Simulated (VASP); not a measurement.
Write the native input for VASP 6.6.1 that does the following.

| Item | Value |
| --- | --- |
| Task | density of states |
| Functional | PBE |
| Potentials or basis | VASP PAW PBE potentials, release 64 (Na_pv) |
| Cutoff | 520 eV |
| k mesh | 10 × 10 × 10 |
| Occupations | tetrahedron, width 0.1 eV |
| Spin | no spin polarisation |
| Dipole correction | no |
| k mesh for the DOS | 15 × 15 × 15 |
| Occupations for the DOS | tetrahedron |
| Further INCAR settings | ALGO = Normal; EDIFF = 1e-06; NBANDS = 10 |

Na:

```
Na
1.0
     0.00000    2.26902    2.26902
     2.26902    0.00000    2.26902
     2.26902    2.26902    0.00000
Na
1
Direct
  0.00000 0.00000 0.00000
```

The cell was built by a generator and needn't be a form met in nature.

One way to write it, as run:

POSCAR

```
Na
1.0
    0.0000000000      2.2690240000      2.2690240000
    2.2690240000      0.0000000000      2.2690240000
    2.2690240000      2.2690240000      0.0000000000
Na
1
Direct
    0.0000000000      0.0000000000      0.0000000000
```

INCAR.step1

```
SYSTEM = Na
  PREC = Accurate
  ENCUT = 520
  EDIFF = 1E-6
  ISMEAR = -5
  SIGMA = 0.1
  LREAL = .False.
  LASPH = .True.
  NELM = 80
  ALGO = Normal
  ISIF = 2
  LWAVE = .False.
  LCHARG = .True.
  GGA = PE
  NBANDS = 10
```

KPOINTS.step1

```
regular mesh
0
Gamma
  10 10 10
  0 0 0
```

INCAR.step2

```
SYSTEM = Na
  PREC = Accurate
  ENCUT = 520
  EDIFF = 1E-6
  ISMEAR = -5
  SIGMA = 0.1
  LREAL = .False.
  LASPH = .True.
  NELM = 80
  ALGO = Normal
  ISIF = 2
  LWAVE = .False.
  LCHARG = .False.
  GGA = PE
  LORBIT = 10
  NBANDS = 10
  NEDOS = 2001
  ICHARG = 11
```

KPOINTS.step2

```
regular mesh
0
Gamma
  15 15 15
  0 0 0
```

Potentials or basis: VASP PAW PBE potentials, release 64 (Na_pv).

Command:

```sh
$ cat potpaw_PBE.64/Na_pv/POTCAR > POTCAR
$ cp INCAR.step1 INCAR
$ cp KPOINTS.step1 KPOINTS
$ mpirun -np 1 vasp_std > vasp.out
$ cp INCAR.step2 INCAR
$ cp KPOINTS.step2 KPOINTS
$ mpirun -np 1 vasp_std > vasp.out
```

Results of the run:

```yaml
Valence_electrons_inside_the_program's_atomic_spheres: Na 6.13
```

Run time: 7 s on 1 thread of Intel(R) Xeon(R) 6975P-C (Granite Rapids) (shared host), peak memory 0.14 GiB.
